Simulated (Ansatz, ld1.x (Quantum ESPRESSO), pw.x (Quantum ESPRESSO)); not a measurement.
# From atom to crystal: TM potential for tellurium

ld1.x (Quantum ESPRESSO) 7.5 input, shortened:

```
&input
   title='Te', zed=52., rel=1, dft='PW', iswitch=3,
   config='[Kr] 4d10 5s2 5p4 5d-2'
 /
 &inputp
   pseudotype=2, tm=.true., lloc=0,
   nlcc=.true., rcore=0.70
 /
3
5P  2  1   4.00   0.00  1.65  1.65  0.0
5D  3  2  -2.00  -0.10  1.30  1.30  0.0
5S  1  0   2.00   0.00  1.60  1.60  0.0
 &test
   configts(1)='5s2 5p4'
 /
```

Atomic tests: cutoffs needed: 45 Ry and 100 Ry (the cutoffs (Ry, on a coarse ladder) from which the occupation-weighted sum of valence levels, in a spherical-Bessel basis at the reference potential, stays within 10 and 1 mRy of its value at 400 Ry); ghost test: no extra level below or beside the all-electron valence levels (p, d, s, f tested) (spherical-Bessel basis up to 400 Ry, 20 bohr box); largest excitation error: -241 meV (all-electron minus pseudo) for 5s2 5p0, out of 7 test configurations.

Crystal test: bcc Te in pw.x 7.5, no spin, 12³ k-points, Fermi–Dirac smearing 0.01 Ry, cutoffs 120/480 Ry. The reference is all-electron LAPW (Ansatz 0.2.0) with the same functional, mesh and smearing; V0 and B0 come from Birch–Murnaghan fits to the pressures at five volumes. Errors are pseudo minus all-electron; Δ is the rms difference of the E(V) curves that follow from these fits, minima aligned, over ±6 % about the mean V0. Mesh and smearing are coarse, so the numbers serve the comparison and aren't converged zero-temperature values; the lattice is a test structure that the element need not adopt.

```json
{"V (Å³/atom)": "25.142", "P all-electron (GPa)": "4.13", "P pseudo (GPa)": "-10.07"}
{"V (Å³/atom)": "25.803", "P all-electron (GPa)": "2.00", "P pseudo (GPa)": "-10.95"}
{"V (Å³/atom)": "26.465", "P all-electron (GPa)": "0.16", "P pseudo (GPa)": "-11.67"}
{"V (Å³/atom)": "27.127", "P all-electron (GPa)": "-1.42", "P pseudo (GPa)": "-12.25"}
{"V (Å³/atom)": "27.788", "P all-electron (GPa)": "-2.79", "P pseudo (GPa)": "-12.71"}
```

All-electron: a0 = 3.758 Å (V0 = 26.53 Å³/atom), B0 = 67.4 GPa.

Pseudopotential: mean pressure error (GPa): -11.94. The pressure does not cross zero within the volumes sampled, so no fit is given. This is a poor potential for the solid. The logarithmic derivative shows an extra or strongly shifted pseudo pole above the reference energy (d near 1.87 Ry).

Problem. At the middle volume, how do free energy and pressure move when the wave cutoff is lowered (ecutrho kept at four times it)?

Solution.

| cutoff (Ry) | shift of F (meV/atom) | shift of P (GPa) |
| --- | --- | --- |
| 54 | +64.0 | -0.87 |
| 72 | +17.9 | -0.14 |
| 96 | +7.4 | -0.26 |

The run at the middle volume (72 k-points, 7 iterations) took about 39 s on one core of a shared host (Neoverse-V2, 96 threads, 742 GiB, load 79).
